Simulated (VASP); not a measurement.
# A VASP 6.6.1 single-point calculation on HgTe

INCAR

```
IBRION = -1
LWAVE = .FALSE.
NELM = 57
LCHARG = .FALSE.
LREAL = .FALSE.
ISMEAR = -1
ENCUT = 520
SIGMA = 0.02
EDIFF = 1E-7
NBANDS = 16
LMAXMIX = 6
ISIF = 2
GGA = PE
LASPH = .TRUE.
PREC = Accurate
NSW = 0
```

KPOINTS

```
KPOINTS created by Atomic Simulation Environment
0
Gamma
6 6 6
0 0 0
```

POSCAR

```
Hg Te
 1.0000000000000000
     0.0000000000000000    3.2891578869000000    3.2727120974999999
     3.2891578869000000    0.0000000000000000    3.2727120974999999
     3.2891578869000000    3.2891578869000000    0.0000000000000000
 Hg  Te
   1   1
Cartesian
  0.0000000000000000  0.0000000000000000  0.0000000000000000
  1.6445789434499998  1.6445789434499998  1.6363560487499995
```

The recommended PBE PAW datasets give the neutral cell 18 valence electrons.

Command

```
mpirun -np 1 vasp_std
```

Q: How does this run end, and what does it give?

A: It converged. Results: gap between bands v and c on the k mesh 0.02 eV; least direct gap on the k mesh 0.02 eV; pressure 1.5 GPa. Band v is the last that the valence electrons fill when counted band by band, and c is the next.

OSZICAR

```
N       E                     dE             d eps       ncg     rms          rms(c)
DAV:   1     0.105609586274E+03    0.10561E+03   -0.80023E+03   968   0.965E+02
DAV:   2    -0.116254925727E+00   -0.10573E+03   -0.99610E+02  1136   0.226E+02
DAV:   3    -0.380049608505E+01   -0.36842E+01   -0.36769E+01  1160   0.438E+01
DAV:   4    -0.383437372635E+01   -0.33878E-01   -0.33875E-01  1424   0.384E+00
DAV:   5    -0.383450232480E+01   -0.12860E-03   -0.12860E-03  1288   0.199E-01    0.716E+00
DAV:   6    -0.363436120405E+01    0.20014E+00   -0.39209E-01  1104   0.820E+00    0.565E+00
DAV:   7    -0.362778013148E+01    0.65811E-02   -0.94583E-02  1120   0.206E+00    0.214E+00
DAV:   8    -0.362725291598E+01    0.52722E-03   -0.99310E-03  1120   0.112E+00    0.481E-01
DAV:   9    -0.362729128217E+01   -0.38366E-04   -0.74523E-04  1224   0.309E-01    0.111E-01
DAV:  10    -0.362732120568E+01   -0.29924E-04   -0.88238E-05  1200   0.826E-02    0.459E-02
DAV:  11    -0.362733637577E+01   -0.15170E-04   -0.32761E-05  1144   0.421E-02    0.323E-02
DAV:  12    -0.362733480387E+01    0.15719E-05   -0.35086E-06  1160   0.149E-02    0.176E-02
DAV:  13    -0.362733466249E+01    0.14138E-06   -0.59469E-07  1160   0.370E-03    0.544E-03
DAV:  14    -0.362733458590E+01    0.76584E-07   -0.21169E-07  1104   0.438E-03
   1 F= -.36273346E+01 E0= -.36271621E+01  d E =-.344984E-03
```

Standard output (part)

```
POSCAR found type information on POSCAR HgTe
 POSCAR found :  2 types and       2 ions
 LDA part: xc-table for (Slater+PW92), standard interpolation
 POSCAR, INCAR and KPOINTS ok, starting setup
 WAVECAR not read
 entering main loop
```

For comparison, a separate PBE run of the intended cell, on usual settings and not on those above, gives a gap of 0.02 eV on its mesh and a pressure of 1.5 GPa.
